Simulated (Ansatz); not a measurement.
# Pb (C2/m) in Ansatz: notebook

One crystal, Pb, is run at these levels: LDA; tasks: single point, equation of state.

All numbers are computed with Ansatz 0.2.0; they aren't measurements. Logs are shortened: lines on timing, memory, paths and dates and some standing lists are left out, and cuts for length are marked.

### Step 1. Starting point

Symmetry: C2/m, No. 12, monoclinic system. Conventional cell: a = 6.077 Å, b = 3.501 Å, c = 6.452 Å, α = 90.00°, β = 109.14°, γ = 90.00°. Pb (site symmetry m) is surrounded by 10 Pb at 3.34 to 3.51 Å.

This isn't the form of Pb at room conditions, which is fcc.

### Step 2. Single point, LDA, 30.47 Å³/atom (volume scaled by 0.94)

Contents of input.yaml:

```yaml
crystal:
  lattice:
    - [2.9765770244, -1.7145891186, 0.0]
    - [2.9765770244, 1.7145891186, 0.0]
    - [-2.0722778132, 0.0, 5.9707976096]
  atoms:
    - { symbol: Pb, position: [0.90850841, 0.90850841, 0.7262922] }
    - { symbol: Pb, position: [0.09149159, 0.09149159, 0.2737078] }
kpoints:
  mp_grid: { grid: [9, 9, 5] }
scf:
  occupations: { method: fermi_dirac, width: 0.05 }
hamiltonian:
  xc: lda
  pseudopotentials: { kind: all_electron, lapw: { basis_error: 0.001 } }
output:
  forces: true
  stress: true
  eigenvalues: true
```

Potentials or basis: all-electron LAPW, scalar-relativistic.

Started as:

```console
ansatz run input.yaml --threads 1 --pin off --max-ram 3072MiB --backend cpu --events-out ev --progress --plain --runs-dir out
```

Standard output:

```text
Warning: RAYON_NUM_THREADS=1 ignored (pool sized by the plan → 1); use --threads N
LAPW: plane waves up to 6.948 Å⁻¹, error target 1.0e-3 eV per atom; small_component_spin mean_spin; Pb in spheres of 1.634 Å, 36 of its electrons in bands, Dirac shells [] (how accurate: hamiltonian.pseudopotentials.lapw.basis_error, Limitations)
Engine: ansatz 0.2.0, aarch64-unknown-linux-gnu
Pseudopotentials: kind: all_electron
Pseudopotential: Pb, LAPW, valence charge 36, lapw/all_electron/scalar/gaussian/Pb, Koelling and Harmon's equation, gaussian nucleus
Functional definition: SPW92
  exchange = slater_x
  correlation = pw_c
Crystal: 2 atoms, lattice volume = 60.945 Å³
Basis set: ecut = 183.90854829311343 eV, 337 PW (Γ), exchange–correlation at level 2
Bands: 44, of which v1, the nominal top of the filled ones, is band 36 counted from 1 (35 counted from 0)
Symmetry: 4 space group operations
Space group: C2/m (ITA 12), of the structure as read, at distance tolerance 3.9e-5 Å
k-points: 115 of 405
Non-local potential: Pb, projectors of the file, none
Initial density: superposition of atomic densities (chi_scale 0.1, normalization cell)
Initial wavefunctions: plane waves of lowest kinetic energy (no species holds an atomic orbital)
Functional: x = slater, c = lda
iter 1 solved again at ethr=5.40e-5 eV; its pass at ethr=1.00e-1 eV (dr2=3.89e-2 eV) is discarded
SCF iter   1: F=—  HF=-1135525.445474 eV  |F-HF|=—  |Δ(HF+E_count)|=         —  Δρ=4.96e-3  dr2=3.90e-2  ethr=5.40e-5  ⟨swp⟩=3.1  Hψ=31899  notcnv=0
preconditioner: auto → LDOS  [metal: Δε(μ)=0.036 eV  Ē_g=19.713 eV  σ=0.050 eV  W_gap=0.18  n_scr=28 (ndim 8)  ℏωp=25.2 eV  f_vac=0.091  D(μ)=0.91/eV (n_scr^D=2)  β→1.0]
SCF iter   2: F=—  HF=-1135525.435325 eV  |F-HF|=—  |Δ(HF+E_count)|=   1.01e-2  Δρ=3.22e-3  dr2=2.39e-2  ethr=5.40e-5  ⟨swp⟩=3.0  Hψ=16033  notcnv=0
SCF iter   3: F=—  HF=-1135525.408965 eV  |F-HF|=—  |Δ(HF+E_count)|=   2.64e-2  Δρ=1.05e-3  dr2=2.77e-3  ethr=3.33e-5  ⟨swp⟩=2.1  Hψ=15501  notcnv=0
iter 4 solved again at ethr=1.09e-7 eV; its pass at ethr=3.84e-6 eV (dr2=7.85e-5 eV) is discarded
SCF iter   4: F=—  HF=-1135525.407624 eV  |F-HF|=—  |Δ(HF+E_count)|=   1.34e-3  Δρ=3.64e-4  dr2=7.83e-5  ethr=1.09e-7  ⟨swp⟩=2.0  Hψ=25111  notcnv=0
SCF iter   5: F=—  HF=-1135525.407587 eV  |F-HF|=—  |Δ(HF+E_count)|=   3.70e-5  Δρ=1.04e-4  dr2=9.71e-6  ethr=1.09e-7  ⟨swp⟩=2.0  Hψ=14855  notcnv=0
SCF iter   6: F=—  HF=-1135525.407584 eV  |F-HF|=—  |Δ(HF+E_count)|=   2.42e-6  Δρ=4.03e-5  dr2=6.27e-7  ethr=1.35e-8  ⟨swp⟩=2.0  Hψ=14855  notcnv=0
SCF iter   7: F=-1135525.407585 eV  HF=-1135525.407585 eV  |F-HF|=2.86e-8  |Δ(HF+E_count)|=   5.60e-7  Δρ=8.55e-6  dr2=2.52e-8  ethr=8.71e-10  ⟨swp⟩=2.5  Hψ=14938  notcnv=0
SCF 1 converged in 7 iterations: F = -1135525.407585 eV  dr2 = 2.52e-8
SCF converged after 7 iterations
Free energy (F): -1135525.407585 eV
Harris-Foulkes:  -1135525.407585 eV  (|F-HF|=2.86e-8)
Internal energy: -1135525.399941 eV  (E = F + TS)
E sigma→0 (E₀):  -1135525.403763 eV
Entropy (-TS):   -0.007644 eV (-3.822 meV/atom)
Fermi energy:    15.120111 eV
--- Per-component energies (eV) ---
  E_band       = -4429.181326
  E_kinetic    = 1308864.492066
  E_xc         = -20548.421953
  E_electrostatic = -2423841.470055  (all electrons and nuclei)
  E_smearing   = -0.007644  (= −TS)
  E_closure    = 0.000000  (closes the sum)
  E_atoms      = -1135517.016849  (free atoms, spherical and without spin; not in F)
  Σ components = -1135525.407585   (vs F -1135525.407585, Δ=0.00e0)
  Basis errors (estimates in eV, not in F): energy 2.6e-4 per atom: plane waves 2.5e-4 (1.3e-4 summed), levels above the bands 1.2e-93, relativity 1.2e-8, radial functions 3.8e-6, core shells 1.1e-8; eigenvalues (radial functions only) 5.7e-6; not estimated: angular momenta, meshes, grids; target (lapw.basis_error) 1.0e-3; muffin-tin radii Pb 1.634 Å
--- Forces (eV/Å), atoms counted from 1 ---
  atom   1  Pb     0.02875960     0.00000000    -0.06210465
  atom   2  Pb    -0.02875960    -0.00000000     0.06210465
  max |Σ_I F_I| component: 0.00e0 eV/Å
--- Stress (GPa, compression-positive) ---
       -0.710179      -0.000000       0.028638
       -0.000000      -0.616629      -0.000000
        0.028638      -0.000000      -0.727985
  P = ⅓ Tr σ = -0.6849 GPa (-6.849 kbar)
--- Band table (eV; the first three rows and the last of 115) ---
  k-point 0: bands = ["-124.5179", "-124.5178", "-113.6502", "-113.6502", "-113.6502", "-113.6502", "-113.6501", "-113.6501", "-113.6500", "-113.6500", "-113.6500", "-113.6500", "-113.6499", "-113.6499", "-113.6497", "-113.6497", "-66.2184", "-66.2126", "-66.2092", "-66.2089", "-66.2087", "-66.2085", "-1.9483", "-1.8058", "-1.8046", "-1.8013", "-1.7998", "-1.7936", "-1.6391", "-1.6285", "-1.5874", "-1.5775", "3.2326", "6.6096", "10.8747", "21.6852", "21.9352", "21.9915", "22.0260", "22.1495", "24.6801", "25.0055", "25.4043", "26.1259"]
  k-point 1: bands = ["-124.5179", "-124.5178", "-113.6502", "-113.6502", "-113.6502", "-113.6502", "-113.6501", "-113.6501", "-113.6500", "-113.6500", "-113.6500", "-113.6500", "-113.6499", "-113.6499", "-113.6497", "-113.6497", "-66.2179", "-66.2132", "-66.2093", "-66.2090", "-66.2086", "-66.2084", "-1.9622", "-1.8130", "-1.8089", "-1.7988", "-1.7951", "-1.7747", "-1.6672", "-1.6583", "-1.5537", "-1.5458", "3.3856", "6.0228", "11.8616", "19.7078", "21.4218", "21.4448", "22.6492", "22.7548", "24.6331", "25.0763", "25.6675", "27.2451"]
  k-point 2: bands = ["-124.5179", "-124.5178", "-113.6502", "-113.6502", "-113.6502", "-113.6502", "-113.6501", "-113.6501", "-113.6500", "-113.6500", "-113.6500", "-113.6500", "-113.6499", "-113.6499", "-113.6497", "-113.6497", "-66.2165", "-66.2146", "-66.2094", "-66.2091", "-66.2085", "-66.2084", "-1.9797", "-1.8135", "-1.8097", "-1.8049", "-1.8011", "-1.7468", "-1.6905", "-1.6803", "-1.5234", "-1.5143", "3.7747", "5.1232", "13.9885", "16.8378", "21.0808", "21.1253", "23.0989", "23.2514", "24.6713", "24.8466", "25.8926", "27.1905"]
  k-point 114: bands = ["-124.5178", "-124.5177", "-113.6502", "-113.6502", "-113.6502", "-113.6502", "-113.6501", "-113.6501", "-113.6500", "-113.6500", "-113.6500", "-113.6500", "-113.6499", "-113.6499", "-113.6497", "-113.6497", "-66.2172", "-66.2137", "-66.2120", "-66.2115", "-66.2104", "-66.2097", "-1.9403", "-1.8981", "-1.8446", "-1.8196", "-1.7466", "-1.6274", "-1.5939", "-1.5287", "-1.5023", "-1.4510", "6.8413", "8.5659", "11.5220", "12.9309", "15.3102", "16.8022", "18.0959", "18.9896", "22.6729", "24.1297", "24.4674", "26.7440"]
```

Wall time 34 s (1 thread of Arm Neoverse V2, shared host); peak memory 0.48 GiB.

What came out:

- Free energy: -1135525.4076 eV
- Pressure: -0.7 GPa
- Largest force: 0.068 eV/Å
- Band gap on the k mesh: none (metal or under the smearing width)

### Step 3. Single point, LDA, 31.12 Å³/atom (volume scaled by 0.96)

input.yaml, as its differences from that of step 2:

```diff
@@ -2,5 +2,5 @@
   lattice:
-    - [2.9765770244, -1.7145891186, 0.0]
-    - [2.9765770244, 1.7145891186, 0.0]
-    - [-2.0722778132, 0.0, 5.9707976096]
+    - [2.997539525, -1.7266640877, 0.0]
+    - [2.997539525, 1.7266640877, 0.0]
+    - [-2.0868717998, 0.0, 6.0128468655]
   atoms:
```

Potentials or basis: all-electron LAPW, scalar-relativistic.

Started as:

```console
ansatz run input.yaml --threads 1 --pin off --max-ram 3072MiB --backend cpu --events-out ev --progress --plain --runs-dir out
```

Wall time 36 s (1 thread of Arm Neoverse V2, shared host); peak memory 0.48 GiB.

It converged, with:

```
Free energy            : -1135525.3982 eV
Pressure               : -1.6 GPa
Largest force          : 0.107 eV/Å
Band gap on the k mesh : none (metal or under the smearing width)
```

### Step 4. Single point, LDA, 31.77 Å³/atom (volume scaled by 0.98)

input.yaml, as its differences from that of step 3:

```diff
@@ -2,5 +2,5 @@
   lattice:
-    - [2.997539525, -1.7266640877, 0.0]
-    - [2.997539525, 1.7266640877, 0.0]
-    - [-2.0868717998, 0.0, 6.0128468655]
+    - [3.0182128647, -1.7385724922, 0.0]
+    - [3.0182128647, 1.7385724922, 0.0]
+    - [-2.1012644739, 0.0, 6.0543160853]
   atoms:
```

Started as:

```console
ansatz run input.yaml --threads 1 --pin off --max-ram 3072MiB --backend cpu --events-out ev --progress --plain --runs-dir out
```

Wall time 35 s (1 thread of Arm Neoverse V2, shared host); peak memory 0.48 GiB.

It converged, with:

```yaml
Free_energy: -1135525.3816 eV
Pressure: -2.4 GPa
Largest_force: 0.143 eV/Å
Band_gap_on_the_k_mesh: none (metal or under the smearing width)
```

### Step 5. Single point, LDA, 32.42 Å³/atom

input.yaml, as its differences from that of step 4:

```diff
@@ -2,5 +2,5 @@
   lattice:
-    - [3.0182128647, -1.7385724922, 0.0]
-    - [3.0182128647, 1.7385724922, 0.0]
-    - [-2.1012644739, 0.0, 6.0543160853]
+    - [3.0386068135, -1.75031996, 0.0]
+    - [3.0386068135, 1.75031996, 0.0]
+    - [-2.1154626375, 0.0, 6.0952248674]
   atoms:
```

Started as:

```console
ansatz run input.yaml --threads 1 --pin off --max-ram 3072MiB --backend cpu --events-out ev --progress --plain --runs-dir out
```

Wall time 35 s (1 thread of Arm Neoverse V2, shared host); peak memory 0.48 GiB.

It converged, with:

- Free energy: -1135525.3588 eV
- Pressure: -3.2 GPa
- Largest force: 0.177 eV/Å
- Band gap on the k mesh: none (metal or under the smearing width)

### Step 6. Single point, LDA, 33.07 Å³/atom (volume scaled by 1.02)

input.yaml, as its differences from that of step 5:

```diff
@@ -2,5 +2,5 @@
   lattice:
-    - [3.0386068135, -1.75031996, 0.0]
-    - [3.0386068135, 1.75031996, 0.0]
-    - [-2.1154626375, 0.0, 6.0952248674]
+    - [3.0587306239, -1.7619118207, 0.0]
+    - [3.0587306239, 1.7619118207, 0.0]
+    - [-2.1294727321, 0.0, 6.1355917714]
   atoms:
```

Potentials or basis: all-electron LAPW, scalar-relativistic.

Started as:

```console
ansatz run input.yaml --threads 1 --pin off --max-ram 3072MiB --backend cpu --events-out ev --progress --plain --runs-dir out
```

Wall time 35 s (1 thread of Arm Neoverse V2, shared host); peak memory 0.48 GiB.

It converged, with:

* Free energy: -1135525.3304 eV
* Pressure: -3.8 GPa
* Largest force: 0.208 eV/Å
* Band gap on the k mesh: none (metal or under the smearing width)

### Step 7. Single point, LDA, 33.71 Å³/atom (volume scaled by 1.04)

input.yaml, as its differences from that of step 6:

```diff
@@ -2,5 +2,5 @@
   lattice:
-    - [3.0587306239, -1.7619118207, 0.0]
-    - [3.0587306239, 1.7619118207, 0.0]
-    - [-2.1294727321, 0.0, 6.1355917714]
+    - [3.0785930676, -1.7733531272, 0.0]
+    - [3.0785930676, 1.7733531272, 0.0]
+    - [-2.1433008646, 0.0, 6.1754343928]
   atoms:
```

Started as:

```console
ansatz run input.yaml --threads 1 --pin off --max-ram 3072MiB --backend cpu --events-out ev --progress --plain --runs-dir out
```

It took 35 s on 1 thread of Arm Neoverse V2, shared host; peak memory 0.47 GiB.

The run converged. Its results:

```yaml
Free_energy: -1135525.2971 eV
Pressure: -4.4 GPa
Largest_force: 0.237 eV/Å
Band_gap_on_the_k_mesh: none (metal or under the smearing width)
```

### Step 8. Single point, LDA, 34.36 Å³/atom (volume scaled by 1.06)

input.yaml, as its differences from that of step 7:

```diff
@@ -2,5 +2,5 @@
   lattice:
-    - [3.0785930676, -1.7733531272, 0.0]
-    - [3.0785930676, 1.7733531272, 0.0]
-    - [-2.1433008646, 0.0, 6.1754343928]
+    - [3.0982024693, -1.7846486746, 0.0]
+    - [3.0982024693, 1.7846486746, 0.0]
+    - [-2.1569528306, 0.0, 6.2147694303]
   atoms:
```

Started as:

```console
ansatz run input.yaml --threads 1 --pin off --max-ram 3072MiB --backend cpu --events-out ev --progress --plain --runs-dir out
```

Wall time 35 s (1 thread of Arm Neoverse V2, shared host); peak memory 0.48 GiB.

It converged, with:

```
Free energy            : -1135525.2596 eV
Pressure               : -4.9 GPa
Largest force          : 0.263 eV/Å
Band gap on the k mesh : none (metal or under the smearing width)
```

### Step 9. Equation of state, LDA

Potentials or basis: all-electron LAPW, scalar-relativistic.

This step only gathers the single runs of the series.

Results:

```yaml
Equilibrium_volume: "30.05 Å³/atom (rough: see the caveat)"
Bulk_modulus_at_fixed_shape_and_positions: 50 GPa (rough)
```

Energy against volume, from the lowest point:
| volume (Å³/atom) | energy (meV/atom) |
| --- | --- |
| 30.473 | 0.00 |
| 31.121 | 4.72 |
| 31.769 | 12.99 |
| 32.418 | 24.41 |
| 33.066 | 38.60 |
| 33.714 | 55.23 |
| 34.363 | 73.99 |

Caveat: the minimum lies outside the volumes run; the cell was scaled at fixed shape and fractional positions, which overstates the stiffness of a crystal with free parameters, most of all of layers and chains.
